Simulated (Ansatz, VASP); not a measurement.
**Two plane-wave programs on Al**

INCAR

```
SYSTEM = Al
ALGO = Normal
EDIFF = 1E-6
ENCUT = 520
GGA = PS
ISIF = 2
ISMEAR = -1
LASPH = .TRUE.
LCHARG = .TRUE.
LELF = .TRUE.
LREAL = .FALSE.
LVHAR = .TRUE.
LWAVE = .FALSE.
NBANDS = 10
NELM = 60
PREC = Accurate
SIGMA = 0.05
```

Contents of KPOINTS:

```
k-points
0
G
  17 17 9
  0 0 0
```

POSCAR

```
Al
1.0
    2.7496754636      0.0000000000      0.0000000000
   -1.3748377318      2.3812888036      0.0000000000
    0.0000000000      0.0000000000      4.4834101720
Al
2
Direct
    0.3333333333      0.6666666667      0.2500000000
    0.6666666667      0.3333333333      0.7500000000
```

Input for Ansatz:

```yaml
crystal:
  lattice:
    - [2.7496754636, 0.0, 0.0]
    - [-1.3748377318, 2.3812888036, 0.0]
    - [0.0, 0.0, 4.483410172]
  atoms:
    - { symbol: Al, position: [0.3333333333, 0.6666666667, 0.25] }
    - { symbol: Al, position: [0.6666666667, 0.3333333333, 0.75] }
kpoints:
  mp_grid: { grid: [17, 17, 9] }
  band_path:
    path:
      - [0.0, 0.0, 0.0]
      - [0.5, 0.0, 0.0]
      - [0.3333333333, 0.3333333333, 0.0]
      - [0.0, 0.0, 0.0]
      - [0.0, 0.0, 0.5]
      - [0.5, 0.0, 0.5]
      - [0.3333333333, 0.3333333333, 0.5]
      - [0.0, 0.0, 0.5]
      - [0.5, 0.0, 0.5]
    npoints: 8
scf:
  occupations: { method: fermi_dirac, width: 0.05 }
hamiltonian:
  xc: pbesol
  pseudopotentials: { kind: paw }
output:
  forces: true
  stress: true
  eigenvalues: true
  populations: true
  dos: { projected: true, de: 0.2, e_range: [-14, 8] }
```

Change from the starting cell: volume scaled by 0.9, PAW files.

Alike in both runs: task single point; functional PBEsol; k mesh 17 × 17 × 9; occupations fermi-dirac, width 0.05 eV; no spin polarisation.

|  | VASP | Ansatz |
| --- | --- | --- |
| version | VASP 6.6.1 | Ansatz 0.2.0 |
| potentials or method | VASP PAW PBE potentials, release 64 (Al) | PAW with Ansatz's default frozen-core files, scalar-relativistic |
| plane-wave cutoff (eV) | 520 | 420 |
| valence electrons in the cell | 6 | 6 |

VASP gave:

```
pressure (GPa) : 10.6
```

Problem. Estimate Ansatz's values.

Solution. Pressure (GPa): 10.5.

The functional is the same, so the differences come from potentials, cutoffs and numerics.

Caveats: the PAW data sets were made with another functional, which shifts forces and pressure a little (VASP).
